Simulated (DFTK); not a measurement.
Input of a DFTK 0.8.2 run:

Contents of run.jl:

```julia
using DFTK
using PseudoPotentialData
using Unitful, UnitfulAtomic
using LinearAlgebra, Printf
include("save.jl")
disable_threading()

# lattice vectors are the columns
lattice = austrip(1u"Å") * [  4.0896976867  -2.0448488433            0.0;
                      0.0   3.5417820905            0.0;
                      0.0            0.0       3.788167]
symbols   = [:Pb, :S]
positions = [[0.0, 0.0, 0.0],
             [0.6666666667, 0.3333333333, 0.5]]
pseudopotentials = PseudoFamily("dojo.nc.sr.pbesol.v0_4_1.standard.upf")
elements = Dict(s => ElementPsp(s, pseudopotentials) for s in unique(symbols))
atoms    = [elements[s] for s in symbols]

build_model(lattice, positions; symmetries=true) =
    model_DFT(lattice, atoms, positions;
              functionals=PBEsol(),
              temperature=austrip(0.05u"eV"),
              smearing=Smearing.FermiDirac(),
              symmetries)
Ecut  = 34.0  # hartree
kgrid = [8, 8, 7]
tol   = 1e-6
to_GPa = ustrip(uconvert(u"GPa", 1u"hartree/bohr^3"))

model = build_model(lattice, positions)
basis = PlaneWaveBasis(model; Ecut, kgrid)
display(basis)
scfres = self_consistent_field(basis;
                               tol,
                               nbandsalg=AdaptiveBands(model; n_bands_converge=15))
display(scfres.energies)
@printf "Fermi level: %.6f eV\n" ustrip(auconvert(u"eV", something(scfres.εF, NaN)))
forces = compute_forces_cart(scfres)
println("Forces (eV/Å)")
for (s, f) in zip(symbols, forces)
    @printf "%-3s %12.6f %12.6f %12.6f\n" s ustrip.(auconvert.(u"eV/Å", f))...
end
stress = compute_stresses_cart(scfres)
println("Stress (GPa)")
display(round.(stress * to_GPa; digits=4))
println("Levels at the first k-point (eV): ", round.(ustrip.(auconvert.(u"eV", scfres.eigenvalues[1][1:scfres.n_bands_converge])); digits=4))
save_scf!(scfres; forces, stress)
```

Potentials or basis: dojo.nc.sr.pbesol.v0_4_1.standard.upf (PBEsol).

Run with:

```sh
$ julia --threads=1 run.jl  # save.jl only writes the numbers to a file and isn't shown; printed stress counts tension as positive; times include loading and compiling
```

(1) What does it give for the band gap on the k mesh?

(2) Predict the pressure.

## Answers

(1) 0.13 eV, indirect (least direct gap 1.59 eV).

(2) -2.7 GPa.

Caveat: spin-orbit coupling is left out, which as a rule narrows the gap of such compounds by several tenths of an eV; an odd mesh through Γ misses points on the zone boundary, where band edges often lie.
